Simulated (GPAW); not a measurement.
# Si (I4/mmm) in GPAW: further runs

One crystal, Si, is run at these levels: PBE, r2SCAN; tasks: single point.

All numbers are computed with GPAW 26.7.0; they aren't measurements. Logs are shortened: lines on timing, memory, paths and dates and some standing lists are left out, and cuts for length are marked. The log counts tension as positive stress, the text compression.

## (1) The structure

It takes space group I4/mmm (No. 139, tetragonal). Conventional cell: a = 3.254 Å, b = 3.254 Å, c = 2.641 Å, α = 90.00°, β = 90.00°, γ = 90.00°. Around Si (site symmetry 4/mmm) lie 10 Si at 2.64 to 2.65 Å.

This isn't the form of Si at room conditions, which is diamond.

## (2) Single point, PBE

File run.py:

```python
from ase.dft.bandgap import bandgap
from ase.io import read, write
from ase.units import GPa
from gpaw import GPAW, PW

atoms = read('Si.xyz')

calc = GPAW(mode=PW(450),
            xc='PBE',
            kpts={'size': (10, 10, 10), 'gamma': True},
            occupations={'name': 'fermi-dirac', 'width': 0.05},
            nbands=8,
            maxiter=120,
            txt='gpaw.txt')
atoms.calc = calc
energy = atoms.get_potential_energy()
forces = atoms.get_forces()
stress = atoms.get_stress()
calc.write('gs.gpw')
write('result.traj', atoms)
print(f'Energy: {energy:.6f} eV')
print('Forces (eV/A):')
print(forces.round(4))
print('Stress (GPa):', (stress / GPa).round(3))
print('Fermi level:', round(calc.get_fermi_level(), 4), 'eV')
print(f'Gap: {bandgap(calc)[0]:.4f} eV, direct: {bandgap(calc, direct=True)[0]:.4f} eV')
```

File Si.xyz:

```xyz
1
Lattice="-1.6269149300 1.6269149300 1.3203298500 1.6269149300 -1.6269149300 1.3203298500 1.6269149300 1.6269149300 -1.3203298500" Properties=species:S:1:pos:R:3 pbc="T T T"
Si     0.0000000000      0.0000000000      0.0000000000
```

Potentials or basis: GPAW PAW data sets (gpaw-data 1.2.1), pw.

On the command line:

```bash
OMP_NUM_THREADS=1 python run.py
```

gpaw.txt:

```text
__  _  _
 | _ |_)|_||  |
 |__||  | ||/\| - 26.7.0

Input parameters:
  mode=PW(ecut=450.00000000000006),
  kpts=MonkhorstPack(size=(10, 10, 10), gamma=True),
  maxiter=120,
  nbands=8,
  occupations=Occupations(name='fermi-dirac', width=0.05),
  xc=XC(name='PBE')

Diagonalizing LCAO Hamiltonian
Converting LCAO to pw mode

       Si

Atoms  # Å, Bohr magnetons
|   | symbol |        x |        y |        z |    initial magnetic moments |
|---|--------|----------|----------|----------|-----------------------------|
| 0 |     Si | 0.000000 | 0.000000 | 0.000000 | ( 0.0000,  0.0000,  0.0000) |

Unit cell  # Å
| periodic |         x |         y |         z |  lengths |     angles |
|----------|-----------|-----------|-----------|----------|------------|
|      yes | -1.626915 |  1.626915 |  1.320330 | 2.652730 | 104.343234 |
|      yes |  1.626915 | -1.626915 |  1.320330 | 2.652730 | 104.343234 |
|      yes |  1.626915 |  1.626915 | -1.320330 | 2.652730 | 120.300802 |

Number of symmetries: 16
Symmetry operations  # r_c * U_cc + t_c -> r_c
|    | kind |            matrix            |
|----|------|------------------------------|
|  0 |  σ   |  1, 1, 1,  0, 0,-1,  0,-1, 0 |
|  1 |  C4  |  1, 1, 1,  0, 0,-1, -1, 0, 0 |
|  2 |  E   |  1, 0, 0,  0, 1, 0,  0, 0, 1 |
|  3 |  σ   |  1, 0, 0,  0, 1, 0, -1,-1,-1 |
|  4 |  σ   |  0, 1, 0,  1, 0, 0,  0, 0, 1 |
|  5 |  C2  |  0, 1, 0,  1, 0, 0, -1,-1,-1 |
|  6 |  C2  |  0, 0, 1, -1,-1,-1,  1, 0, 0 |
|  7 |  S4  |  0, 0, 1, -1,-1,-1,  0, 1, 0 |
|  8 |  C4  |  0, 0,-1,  1, 1, 1,  0,-1, 0 |
|  9 |  σ   |  0, 0,-1,  1, 1, 1, -1, 0, 0 |
| 10 |  σ   |  0,-1, 0, -1, 0, 0,  1, 1, 1 |
| 11 |  C2  |  0,-1, 0, -1, 0, 0,  0, 0,-1 |
| 12 |  C2  | -1, 0, 0,  0,-1, 0,  1, 1, 1 |
| 13 |  i   | -1, 0, 0,  0,-1, 0,  0, 0,-1 |
| 14 |  S4  | -1,-1,-1,  0, 0, 1,  1, 0, 0 |
| 15 |  C2  | -1,-1,-1,  0, 0, 1,  0, 1, 0 |

BZ-sampling:
  Number of BZ points: 1000
  Number of IBZ points: 102

  Monkhorst-Pack size: [10, 10, 10]
  Monkhorst-Pack shift: [0.05, 0.05, 0.05]

K-points  # in reciprocal-cell coordinates
|     |                                coordinates |     weight |
|-----|--------------------------------------------|------------|
|   0 | (  0.00000000,   0.00000000,   0.00000000) | 0.00100000 |
|   1 | (  0.10000000,  -0.10000000,   0.00000000) | 0.00400000 |
|   2 | (  0.10000000,  -0.10000000,   0.10000000) | 0.00400000 |
|   3 | (  0.10000000,   0.00000000,   0.00000000) | 0.00800000 |
|   4 | (  0.10000000,   0.10000000,  -0.10000000) | 0.00200000 |
|   5 | (  0.20000000,  -0.20000000,   0.00000000) | 0.00400000 |
|   6 | (  0.20000000,  -0.20000000,   0.10000000) | 0.00800000 |
|   7 | (  0.20000000,  -0.20000000,   0.20000000) | 0.00400000 |
|   8 | (  0.20000000,  -0.10000000,   0.00000000) | 0.01600000 |
|   9 | (  0.20000000,  -0.10000000,   0.10000000) | 0.00800000 |
| ... |                                            |            |
| 101 | (  0.50000000,   0.50000000,   0.50000000) | 0.00100000 |

Plane wave coefficients: 312
Cutoff: 450.00000000000006 eV

Spin-components: 1 (collinear spins)
Bands:           8
Projectors:      5
Spin-degeneracy: 2
Datatype:        complex128

Parallelization:
  kpt:    1
  domain: 1
  band:   1

Density:
  Valence electrons: 4.0
  Components: 1
  Grid points: [14 14 14]
  Charge: 0.0  # |e|

Potential:
  Grid points: [14 14 14]

species:
  Si:
    name:    Silicon
    Z:       14.0
    valence: 4
    core:    10
    charge:  0.0  # [|e|]
    compensation charges:
      type: gauss
      rc: 0.33  # [Å]
      lmax: 2
    cutoffs:
      filter: 1.86  # [Å]
      core: 2.06  # [Å]
    projectors
    | kind |    occ | energy [eV] | rcut [Å] |
    |------|--------|-------------|----------|
    |   3s |  2.000 |     -10.812 |    1.058 |
    |   3p |  2.000 |      -4.081 |    1.058 |
    |    s |        |      16.399 |    1.058 |
    |    p |        |      23.130 |    1.058 |
    |    d |        |       0.000 |    1.058 |

    Using partial waves for Si as LCAO basis

Reference energy: -7886.344250  # eV

eigensolver:
  PPCG
  Converge bands: occupied
  niter=2

density mixing:
  MSR1-Mixer
  Pratt-step length: 0.05
  Maximum mixing coefficient: 0.75
  Old densities: 10
  SVD Regularization: 0.005
  Good broyden scale: 1.0
  Trust region scale: 1.0
  Backstep threshold: 4.0
  History deletion threshold: 6.0
  Fourier metric: weight=20.0, sigma=0.015

occupation numbers:
  Fermi-Dirac:
    width: 0.0500  # eV

poisson solver:
  ecut: 3600.0000000000005  # eV

xc functional:
  name: PBE with 2 nearest neighbor stencil

convergence criteria:
- Maximum [total energy] change in last 3 cyles: 0.0005 eV / valence electron
- Maximum integral of absolute [dens]ity change: 0.0001 electrons / valence electron
- Maximum integral of absolute [eigenst]ate change: 4e-08 eV^2 / valence electron
maximum number of iterations: 120

SCF iterations
|iter     | |      energy | eigst |  dens |
|---------|-|-------------|-------|-------|
|iter:   1| |   -4.912998 | +0.04 |       |
|iter:   2| |   -4.914409 | -3.17 | -1.19 |
|iter:   3| |   -4.918965 | -3.47 | -1.21 |
|iter:   4| |   -4.919612 | -4.19 | -1.74 |
|iter:   5| |   -4.919620c| -6.12 | -2.79 |
|iter:   6| |   -4.919621c| -7.10 | -3.31 |
|iter:   7| |   -4.919621c| -8.32c| -4.53c|

Converged in 7 steps
Energy contributions relative to reference atoms: (reference = -7886.344250)

Energy contributions:
  Kinetic:           5.127381
  Coulomb:          -3.182291
  Zero:             -0.023150
  External:          0.000000
  Xc:               -6.839600
  Entropy:          -0.003922
  Spinorbit:         0.000000
  ----------------------------
  Free energy:      -4.921581
  Extrapolated:     -4.919621

dipole moment: (-3.551348, -3.551348, -2.882112)  # |e|*Ang

Fermi level: 9.814
Eigenvalues  # (at kpt = [0.000, 0.000, 0.000])
| band index |      eig [eV] | occ [0-2] |
|------------|---------------|-----------|
|          0 |        -4.901 |     2.000 |
|          1 |        19.430 |     0.000 |
|          2 |        20.040 |     0.000 |
|          3 |        20.040 |     0.000 |
|          4 |        22.872 |     0.000 |
|          5 |        23.800 |     0.000 |
|          6 |        25.140 |     0.000 |
|          7 |        25.140 |     0.000 |

No gap
No difference between direct/indirect transitions

Forces  # eV/Ang
|       x |       y |       z |
|---------|---------|---------|
| 0.00000 | 0.00000 | 0.00000 |  # Si   0

Stress tensor  # eV/Ang^3
|         x |         y |         z |
|-----------|-----------|-----------|
| -0.030612 |  0.000000 | -0.000000 |
|  0.000000 | -0.030612 |  0.000000 |
| -0.000000 |  0.000000 | -0.021220 |

# Writing to gs.gpw (mode='')
```

It took 4.6 s on 1 thread of Arm Neoverse V2, shared host; peak memory 0.12 GiB.

What came out:

```yaml
Free_energy: -4.9216 eV
Pressure: 4.4 GPa
Band_gap_on_the_k_mesh: none (metal or under the smearing width)
```

Stress tensor (GPa, compression positive):
```
4.90 0.00 0.00
0.00 4.90 0.00
0.00 0.00 3.40
```

Caveat: the cutoff is short for stress and forces, so pressures can be off by a GPa or more.

## (3) Single point, r2SCAN

Changes to run.py since step 2:

```diff
@@ -1,3 +1,4 @@
 from ase.dft.bandgap import bandgap
-from ase.io import read, write
+from ase.io import write
+from ase.spacegroup import crystal
 from ase.units import GPa
@@ -5,6 +6,11 @@
 
-atoms = read('Si.xyz')
+# Si 2a
+atoms = crystal(['Si'],
+                basis=[[0.0, 0.0, 0.0]],
+                spacegroup=139, setting=1,  # I4/mmm
+                cellpar=[3.25382986, 3.25382986, 2.6406597, 90.0, 90.0, 90.0],
+                primitive_cell=True)
 
 calc = GPAW(mode=PW(450),
-            xc='PBE',
+            xc='MGGA_X_R2SCAN+MGGA_C_R2SCAN',
             kpts={'size': (10, 10, 10), 'gamma': True},
```

Potentials or basis: GPAW PAW data sets (gpaw-data 1.2.1), pw.

On the command line:

```bash
OMP_NUM_THREADS=1 python run.py
```

Run time: 16 s. Hardware: 1 thread of Arm Neoverse V2, shared host; peak memory 0.15 GiB.

The run converged. Its results:

* Free energy: -7.9840 eV
* Pressure: 1.1 GPa
* Band gap on the k mesh: none (metal or under the smearing width)

Stress tensor (GPa, compression positive):
```
 2.39  0.00  0.00
 0.00  2.39  0.00
 0.00  0.00 -1.50
```

Levels at points of the mesh, in eV from the Fermi level:
| k point | band 1 | band 2 | band 3 | band 4 | band 5 |
| --- | --- | --- | --- | --- | --- |
| (0.00, 0.00, 0.00) | -15.61 | 10.14 | 10.93 | 10.93 | 13.94 |
| (0.50, 0.00, 0.50) | -6.90 | -6.30 | 5.20 | 6.61 | 7.17 |
| (0.50, 0.50, 0.00) | -8.96 | -7.90 | 9.84 | 12.22 | 12.57 |
| (0.50, 0.50, 0.50) | -2.58 | -2.58 | -1.31 | 1.28 | 4.58 |

Caveat: the cutoff is short for stress and forces, so pressures can be off by a GPa or more; the PAW data sets were made with another functional, which shifts forces and pressure a little.
